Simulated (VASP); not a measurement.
Crystal: MgS (Niningerite).

```
CELL_PARAMETERS angstrom
0.00000 2.60165 2.60165
2.60165 0.00000 2.60165
2.60165 2.60165 0.00000
ATOMIC_POSITIONS crystal
S 0.50000 0.50000 0.50000
Mg 0.00000 0.00000 0.00000
```

Base run:

| Quantity | Value |
| --- | --- |
| Program | VASP 6.6.1 |
| Functional | PBE0(alpha) |
| Potentials or basis | VASP PAW PBE potentials, release 64 (S, Mg) |
| Cutoff | 520 eV |
| k mesh | 5 × 5 × 5 |
| Occupations | fermi-dirac, width 0.05 eV |
| Spin | no spin polarisation |

Its results: band gap on the k mesh 4.22 eV, indirect (least direct gap 4.78 eV); pressure 0.0 GPa.

Task: After a change of settings the same cell gave: band gap on the k mesh 6.73 eV, indirect (least direct gap 7.39 eV); pressure -2.2 GPa. Which change was it?
A. share of exact exchange from 0.15 to 0.5
B. share of exact exchange from 0.15 to 0.05
C. share of exact exchange from 0.15 to 0.4
D. share of exact exchange from 0.15 to 0.25

Result: A.

Caveats: the PAW data sets were made with another functional, which shifts forces and pressure a little; an odd mesh through Γ misses points on the zone boundary, where band edges often lie.
